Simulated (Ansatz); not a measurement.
Sb:

```
Sb
1.0
    -1.57654    1.57654    2.71194
     1.57654   -1.57654    2.71194
     1.57654    1.57654   -2.71194
Sb
1
Cartesian
  0.0000 0.0000 0.0000
```

This isn't the form of Sb at room conditions, which is rhombohedral.

Base run:

* Program: Ansatz 0.2.0
* Functional: BLYP
* Potentials or basis: Ansatz PAW
* Cutoff: 420 eV (not typed: the program's choice for these potentials)
* k mesh: 12 × 12 × 12
* Occupations: fermi-dirac, width 0.05 eV
* Spin: no spin polarisation

Its results: band gap on the k mesh none (metal or under the smearing width); pressure 7.4 GPa.

Q: The run is repeated on the same cell with these changes: functional from BLYP to r2SCAN; cutoff from 420 eV (not typed: the program's choice for these potentials) to 500 eV (not typed: the program's choice for these potentials). What comes out?

A: Band gap on the k mesh none (metal or under the smearing width); pressure 1.2 GPa.

Caveats: spin-orbit coupling is left out, which moves the levels of the heavy elements; the PAW data sets come from PBE, with cores solved anew for the run's functional, which leaves a small shift of forces and pressure.
